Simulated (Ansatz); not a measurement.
A trial cell of InAs, before relaxation:

```yaml
crystal:
  lattice:
    - [-1.91034, 1.91034, 3.75350]
    - [1.91034, -1.91034, 3.75350]
    - [1.91034, 1.91034, -3.75350]
  atoms:
    - { symbol: In, position: [0.00000, 0.00000, 0.00000] }
    - { symbol: As, position: [0.50000, 0.50000, 0.00000] }
```

These are results of Ansatz, DFT PBE, scalar-relativistic, plane waves, PAW, not measurements. Cutoff 420 eV, Gaussian smearing, Γ-centred meshes. Cell and atoms relax first on a coarse mesh and then on a finer one. In between, the cell is made exact in the group found at 0.06 Å. In metals the finer mesh still leaves noise of several meV/atom or more. The steps can't lower the symmetry of their start. No spin polarisation.

A guess keeps its type if space group and coordination stay and the shape of the cell changes little (axis ratios within about 15 %, angles within 6°); the volume may change.

Task: Will the relaxed cell still be of the starting type?

Result: It doesn't keep its type. The symmetry goes from I4/mmm (No. 139) to Fm-3m (No. 225). The end has the rock salt type. The volume per atom shrinks by 13.3 %, from 27.4 to 23.8 Å³. The shortest distance goes from 2.70 Å (In–As) to 2.87 Å (In–As). Counting neighbours within 15 % of an atom's shortest distance, the start has As 4, In 4 and the end As 6, In 6. In detail, at the end In has 6 As at 2.87 Å; As has 6 In at 2.87 Å.

```cif
data_structure
_symmetry_space_group_name_H-M 'Fm-3m'
_symmetry_Int_Tables_number 225
_cell_length_a 5.7498
_cell_length_b 5.7498
_cell_length_c 5.7498
_cell_angle_alpha 90.000
_cell_angle_beta 90.000
_cell_angle_gamma 90.000
_cell_volume 190.09
loop_
_atom_site_label
_atom_site_type_symbol
_atom_site_symmetry_multiplicity
_atom_site_Wyckoff_symbol
_atom_site_fract_x
_atom_site_fract_y
_atom_site_fract_z
_atom_site_occupancy
In1 In 4 a 0.00000 0.00000 0.00000 1
As1 As 4 b 0.50000 0.00000 0.00000 1
```

The last run used a 16×16×16 mesh for its 2-atom cell and Gaussian smearing of 0.10 eV. A structure relaxed within its symmetry needn't be a true minimum. Another cell of InAs relaxed alike, in F-43m (a cell as deposited in COD), lies 202 meV/atom lower, so this cell isn't the stable form at this level.
